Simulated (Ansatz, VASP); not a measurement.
**Mg in VASP and in Ansatz**

```
Mg
1.0
     3.20930    0.00000    0.00000
    -1.60465    2.77934    0.00000
     0.00000    0.00000    5.21030
Mg
2
Direct
  0.33333 0.66667 0.25000
  0.66667 0.33333 0.75000
```

Alike in both runs: task relaxation of cell and atoms; functional PBEsol; k mesh 15 × 15 × 8; occupations gaussian, width 0.1 eV; no spin polarisation.

```csv
,VASP,Ansatz
version,VASP 6.6.1,Ansatz 0.2.0
potentials or method,"VASP PAW PBE potentials, release 64 (Mg)","scalar-relativistic, plane waves, PAW"
plane-wave cutoff (eV),600,420
valence electrons in the cell,4,20
```

Ansatz gave:

```
gap on the k mesh at the Fermi level, each at its own relaxed structure (eV) : none
relaxed volume (Å³/atom)                                                     : 22.48
relaxed cell length with the largest relative difference (Å)                 : 5.108
energy change over the relaxation (meV/atom)                                 : -3
```

Problem. Estimate VASP's values.

Solution. gap on the k mesh at the Fermi level, each at its own relaxed structure (eV): none; relaxed volume (Å³/atom): 22.46; relaxed cell length with the largest relative difference (Å): 5.106; energy change over the relaxation (meV/atom): -3.

A gap of «none» marks a metal or a gap that the smearing closes. The two sets of potentials don't hold the same shells in valence.

Caveats: the PAW data sets were made with another functional, which shifts forces and pressure a little (VASP).
